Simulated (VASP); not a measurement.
# Moving the screening of exact exchange in InAs

The structure is cubic, space group F-43m (No. 216). The conventional cell has a = 6.036 Å, b = 6.036 Å, c = 6.036 Å, α = 90.00°, β = 90.00°, γ = 90.00°. Around In (site symmetry -43m) lie 4 As at 2.61 Å. Around As (site symmetry -43m) lie 4 In at 2.61 Å.

Kept alike: task single point; functional HSE(alpha, omega); k mesh 4 × 4 × 4; occupations fermi-dirac, width 0.05 eV; no spin polarisation. Program: VASP, PBE PAW files As, In_d, 520 eV. Share of exact exchange 0.25. The mesh is that of the run's cell of 2 atoms. No spin-orbit coupling.

```tsv
screening of exact exchange, ω (Å⁻¹)	band gap (eV)	pressure (GPa)
0.1	0.922	1.92
0.15	0.754	2.05
0.2	0.631	2.22
0.3	0.454	2.50
0.4	0.323	?
0.6	0.141	3.55
```

The k mesh is coarse, so the values aren't converged. Pressure is positive in compression; the values hold the error of the finite cutoff, so their zero can differ a little from the energy's minimum. Spin-orbit coupling, left out here, moves the band edges of heavy atoms and can close or invert small gaps. A gap read on the mesh alone can miss an edge between its points. All rows use potentials made for PBE. The mesh is thin for exact exchange.

**Question.** Fit the rows shown and predict the run at 0.4 Å⁻¹.

**Answer.** A least-squares parabola through the rows shown is pressure = 1.073 ω² + 2.507 ω + 1.659 (largest miss 0.017); at ω = 0.4 it gives 2.83 GPa. The run gave: pressure 2.85 GPa.

As the exact exchange is confined to shorter distances, the gap falls in every row, from 0.922 to 0.141 eV, while the pressure at fixed volume rises from 1.92 to 3.55 GPa. Both follow from the drift towards the semilocal limit. Nonlocal exchange lowers the filled, mainly As p valence states relative to the empty, s-like antibonding conduction edge, so shortening its range brings the edges together. It also tends to bind the solid more tightly; with less of it, the preferred volume probably grows and the fixed cell is more strongly compressed.

The gap at the weakest screening is well above the narrow gap known for InAs, probably because so polarisable a semiconductor screens long-range exchange more strongly than this setting allows. A better match at larger ω would not by itself validate that value for other properties. The parabola interpolates the pressure well, but its upward curvature cannot persist: at large ω the pressure must level off at the semilocal value, so the fit gives no basis for extrapolation.
